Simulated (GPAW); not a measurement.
# PbSe (Clausthalite) (Fm-3m) in GPAW: notebook, part 3 of 3

GPAW 26.7.0. Earlier steps stand in the parts before.

## Step 6: Wannier functions, PBE

File run.py:

```python
import json
import numpy as np
from ase.dft.bandgap import bandgap
from ase.dft.wannier import Wannier
from ase.io import read, write
from ase.units import GPa
from gpaw import GPAW, PW

atoms = read('PbSe.cif')

calc = GPAW(mode=PW(600),
            xc='PBE',
            kpts={'size': (8, 8, 8), 'gamma': True},
            occupations={'name': 'fermi-dirac', 'width': 0.05},
            nbands=19,
            convergence={'density': 1e-05, 'energy': 1e-05},
            maxiter=150,
            txt='gpaw.txt')
atoms.calc = calc
energy = atoms.get_potential_energy()
forces = atoms.get_forces()
stress = atoms.get_stress()
calc.write('gs.gpw')
write('result.traj', atoms)
print(f'Energy: {energy:.6f} eV')
print('Forces (eV/A):')
print(forces.round(4))
print('Stress (GPa):', (stress / GPa).round(3))
print('Fermi level:', round(calc.get_fermi_level(), 4), 'eV')
print(f'Gap: {bandgap(calc)[0]:.4f} eV, direct: {bandgap(calc, direct=True)[0]:.4f} eV')

nocc = int(round(calc.get_number_of_electrons() / 2))
full = calc.fixed_density(kpts={'size': (5, 5, 5), 'gamma': True}, symmetry='off', nbands=nocc + 6,
                          convergence={'bands': nocc}, txt='full.txt')
wan, values = None, []
for seed in range(6):  # several starts, since the search can end in a local maximum
    trial = Wannier(nwannier=nocc, calc=full, nbands=nocc, functional='std',
                    initialwannier='random' if seed == 0 else 'random', rng=np.random.RandomState(seed))
    trial.localize(tolerance=1e-6)
    values.append(trial.get_functional_value())
    print(f'start {seed}: functional {values[-1]:.5f}', flush=True)
    if values[-1] == max(values):
        wan = trial
wan.localize(step=0.1, tolerance=1e-8)
wan.translate_all_to_cell((0, 0, 0))
centres, spreads = wan.get_centers(), wan.get_spreads()
for x, s in zip(centres, spreads):
    d = np.linalg.norm(atoms.repeat(3).positions - atoms.cell.sum(0) - x, axis=1)
    print(x.round(4), f'spread {s:.4f} A^2, nearest {atoms[d.argmin() % len(atoms)].symbol} at {d.min():.3f} A')
onsite = wan.get_hopping((0, 0, 0)).diagonal().real
print('On-site energies:', onsite.round(4))
json.dump({'centres': centres.tolist(), 'spreads': spreads.tolist(), 'onsite': onsite.tolist(), 'values': values},
          open('wannier.json', 'w'))
```

File PbSe.cif:

```cif
data_PbSe
_cell_length_a 4.32841274
_cell_length_b 4.32841274
_cell_length_c 4.32841274
_cell_angle_alpha 60.00000000
_cell_angle_beta 60.00000000
_cell_angle_gamma 60.00000000
_space_group_name_H-M_alt 'P1'
_space_group_name_Hall 'P 1'
_space_group_IT_number 1
loop_
_space_group_symop_operation_xyz
'x,y,z'
loop_
_atom_site_label
_atom_site_type_symbol
_atom_site_symmetry_multiplicity
_atom_site_Wyckoff_symbol
_atom_site_fract_x
_atom_site_fract_y
_atom_site_fract_z
_atom_site_occupancy
Pb1 Pb 1 a 0.0000000000 0.0000000000 0.0000000000 1
Se1 Se 1 a 0.5000000000 0.5000000000 0.5000000000 1
```

Potentials or basis: GPAW PAW data sets (gpaw-data 1.2.1), pw.

Command:

```bash
> OMP_NUM_THREADS=1 python run.py
```

gpaw.txt:

```text
__  _  _
 | _ |_)|_||  |
 |__||  | ||/\| - 26.7.0

Input parameters:
  mode=PW(ecut=600.0),
  convergence={'density': 1e-05, 'energy': 1e-05},
  kpts=MonkhorstPack(size=(8, 8, 8), gamma=True),
  maxiter=150,
  nbands=19,
  occupations=Occupations(name='fermi-dirac', width=0.05),
  xc=XC(name='PBE')

Diagonalizing LCAO Hamiltonian
Converting LCAO to pw mode

                   Se

       Pb

Atoms  # Å, Bohr magnetons
|   | symbol |        x |        y |        z |    initial magnetic moments |
|---|--------|----------|----------|----------|-----------------------------|
| 0 |     Pb | 0.000000 | 0.000000 | 0.000000 | ( 0.0000,  0.0000,  0.0000) |
| 1 |     Se | 4.328413 | 2.499010 | 1.767067 | ( 0.0000,  0.0000,  0.0000) |

Unit cell  # Å
| periodic |        x |        y |        z |  lengths |    angles |
|----------|----------|----------|----------|----------|-----------|
|      yes | 4.328413 | 0.000000 | 0.000000 | 4.328413 | 60.000000 |
|      yes | 2.164206 | 3.748515 | 0.000000 | 4.328413 | 60.000000 |
|      yes | 2.164206 | 1.249505 | 3.534134 | 4.328413 | 60.000000 |

Number of symmetries: 48
[... 51 lines left out ...]

BZ-sampling:
  Number of BZ points: 512
  Number of IBZ points: 29

  Monkhorst-Pack size: [8, 8, 8]
  Monkhorst-Pack shift: [0.0625, 0.0625, 0.0625]

K-points  # in reciprocal-cell coordinates
|     |                                coordinates |     weight |
|-----|--------------------------------------------|------------|
|   0 | (  0.00000000,   0.00000000,   0.00000000) | 0.00195312 |
[... 114 lines left out ...]
convergence criteria:
- Maximum integral of absolute [dens]ity change: 1e-05 electrons / valence electron
- Maximum [total energy] change in last 3 cyles: 1e-05 eV / valence electron
- Maximum integral of absolute [eigenst]ate change: 4e-08 eV^2 / valence electron
maximum number of iterations: 150

SCF iterations
|iter     | |      energy | eigst |  dens |
|---------|-|-------------|-------|-------|
|iter:   1| |   -8.650801 | -0.26 |       |
|iter:   2| |   -8.591098 | -2.07 | -1.23 |
|iter:   3| |   -8.397183 | -1.90 | -1.28 |
|iter:   4| |   -8.398817 | -3.76 | -1.89 |
|iter:   5| |   -8.399496 | -4.32 | -2.29 |
|iter:   6| |   -8.399524 | -5.59 | -3.23 |
|iter:   7| |   -8.399527c| -6.71 | -3.76 |
|iter:   8| |   -8.399527c| -7.69c| -4.47 |
|iter:   9| |   -8.399527c| -7.80c| -5.22c|

Converged in 9 steps
Energy contributions relative to reference atoms: (reference = -633377.995495)

Energy contributions:
  Kinetic:          19.938798
  Coulomb:         -20.066469
  Zero:             -0.062289
  External:          0.000000
  Xc:               -8.209346
  Entropy:          -0.000443
  Spinorbit:         0.000000
  ----------------------------
  Free energy:      -8.399749
  Extrapolated:     -8.399527

dipole moment: (-36.590927, -21.125781, -14.938183)  # |e|*Ang

Fermi level: 6.264
Eigenvalues  # (at kpt = [0.000, 0.000, 0.000])
| band index |      eig [eV] | occ [0-2] |
|------------|---------------|-----------|
|          0 |       -10.722 |     2.000 |
|        ... |               |           |
|          2 |       -10.720 |     2.000 |
|          3 |       -10.720 |     2.000 |
|          4 |       -10.720 |     2.000 |
|          5 |        -7.476 |     2.000 |
|          6 |        -0.128 |     2.000 |
|          7 |         4.216 |     2.000 |
[... 9 lines left out ...]
|         17 |        14.532 |     0.000 |
|         18 |        15.112 |     0.000 |

Gap: 0.242 eV
Transition (v -> c):
  (s=0, k=28, n=9, [0.50, 0.50, 0.50]) -> (s=0, k=28, n=10, [0.50, 0.50, 0.50])
No difference between direct/indirect transitions

Forces  # eV/Ang
|        x |        y |        z |
|----------|----------|----------|
|  0.00000 | -0.00000 |  0.00000 |  # Pb   0
| -0.00000 | -0.00000 | -0.00000 |  # Se   1

Stress tensor  # eV/Ang^3
|         x |         y |         z |
|-----------|-----------|-----------|
| -0.013786 |  0.000000 |  0.000000 |
|  0.000000 | -0.013786 | -0.000000 |
|  0.000000 | -0.000000 | -0.013786 |

# Writing to gs.gpw (mode='')
```

stdout:

```text
Energy: -8.399527 eV
Forces (eV/A):
[[ 0. -0.  0.]
 [-0. -0. -0.]]
Stress (GPa): [-2.209 -2.209 -2.209 -0.     0.     0.   ]
Fermi level: 6.2635 eV
Gap: 0.2418 eV, direct: 0.2418 eV
start 0: functional 27.82344
start 1: functional 27.82379
start 2: functional 27.82553
start 3: functional 27.82362
start 4: functional 27.82200
start 5: functional 27.82901
[6.4922e+00 3.7484e+00 4.0000e-04] spread 0.3376 A^2, nearest Pb at 0.001 A
[4.328e+00 3.000e-04 3.000e-04] spread 0.3328 A^2, nearest Pb at 0.001 A
[4.3285e+00 4.0000e-04 2.0000e-04] spread 0.3337 A^2, nearest Pb at 0.000 A
[3.9736 2.2001 2.0479] spread 2.4957 A^2, nearest Se at 0.542 A
[4.3252e+00 1.9000e-03 3.3000e-03] spread 2.4867 A^2, nearest Pb at 0.005 A
[6.4921e+00 3.7484e+00 2.0000e-04] spread 0.3324 A^2, nearest Pb at 0.001 A
[4.8435 2.2114 1.7127] spread 2.2772 A^2, nearest Se at 0.592 A
[4.4047 2.9531 2.0503] spread 2.4989 A^2, nearest Se at 0.541 A
[4.3284e+00 1.0000e-04 1.0000e-04] spread 0.3422 A^2, nearest Pb at 0.000 A
[4.0912 2.6334 1.2601] spread 2.3568 A^2, nearest Se at 0.576 A
On-site energies: [-10.6379 -10.6621 -10.6577   1.0518  -0.534  -10.6647   0.3448   1.0623
 -10.6125   0.618 ]
```

Wall time 4.3 min (1 thread of Arm Neoverse V2, shared host); peak memory 0.31 GiB.

Results:

```yaml
Free_energy: -8.3997 eV
Pressure: 2.2 GPa
Band_gap_on_the_k_mesh: 0.24 eV, direct
Total_Wannier_spread: 13.79 Å² over 10 functions
```

Wannier centres (Å) and spreads (Å²):
| function | x | y | z | spread |
| --- | --- | --- | --- | --- |
| 1 | 6.492 | 3.748 | 0.000 | 0.338 |
| 2 | 4.328 | 0.000 | 0.000 | 0.333 |
| 3 | 4.329 | 0.000 | 0.000 | 0.334 |
| 4 | 3.974 | 2.200 | 2.048 | 2.496 |
| 5 | 4.325 | 0.002 | 0.003 | 2.487 |
| 6 | 6.492 | 3.748 | 0.000 | 0.332 |
| 7 | 4.843 | 2.211 | 1.713 | 2.277 |
| 8 | 4.405 | 2.953 | 2.050 | 2.499 |
| 9 | 4.328 | 0.000 | 0.000 | 0.342 |
| 10 | 4.091 | 2.633 | 1.260 | 2.357 |

Caveat: spin-orbit coupling is left out, which as a rule narrows the gap of such compounds by several tenths of an eV.

## Step 7: Overview

| task | level | potentials or basis | cell | k mesh | cutoff (eV) | smearing | response ecut | response k mesh | response bands | kernels | coarser k mesh | gap on the mesh (eV) |
| --- | --- | --- | --- | --- | --- | --- | --- | --- | --- | --- | --- | --- |
| dielectric tensor | LDA | the program's PAW data sets (release 1.2.1) made for this functional, pw | atoms moved at random, drawn with an rms of 0.02 Å | 6 × 6 × 6 | 450 | fermi-dirac 0.001 eV | 60 eV | 12 × 12 × 12 | 30 | ["RPA", "Bootstrap", "ALDA_X"] | 8 × 8 × 8 | 0.14 |
| energy-loss spectrum | LDA | the program's PAW data sets (release 1.2.1) made for this functional, pw | atoms moved at random, drawn with an rms of 0.02 Å | 6 × 6 × 6 | 450 | fermi-dirac 0.001 eV | 50 eV | 8 × 8 × 8 | 42 | - | - | 0.14 |
| optical spectrum by the Bethe-Salpeter equation | LDA | the program's PAW data sets (release 1.2.1) made for this functional, pw | atoms moved at random, drawn with an rms of 0.02 Å | 6 × 6 × 6 | 450 | fermi-dirac 0.001 eV | 40 eV | 5 × 5 × 5 | 50 | - | - | - |
| Wannier functions | PBE | GPAW PAW data sets (gpaw-data 1.2.1), pw | as given | 8 × 8 × 8 | 600 | fermi-dirac 0.05 eV | - | - | - | - | - | 0.24 |

Alike in all rows: no spin polarisation.

Caveats: spin-orbit coupling is left out, which as a rule narrows the gap of such compounds by several tenths of an eV; the long-wavelength limit can be off by a per cent or two (some runs); the dielectric constant isn't converged in the k mesh (some runs); the gap is small at this level, which inflates the dielectric constant (some runs); the highest transitions drop out of the frequency grid (some runs); the Lanczos chain is short for so many electrons, so humps in the spectrum may be artefacts (some runs); the band lists can cut through equal levels, which moves peak heights (some runs).

Total energies depend on the potentials used, so only differences within one code and one set of settings carry meaning.

## Step 8: How close it comes

Step 6. Measured gap of PbSe: 0.28 eV (direct; 300 K; a printed reference work, monograph). This calculation gives 0.24 eV (-0.04 eV). 2 values of this kind are on record (0.15 to 0.28 eV); this one was drawn at random. Spin-orbit coupling on Pb, Se is left out. The value is that of PBE on a finite k mesh, which can miss the band edges, without temperature or zero-point motion. Semilocal functionals fall short of measured gaps as a rule.
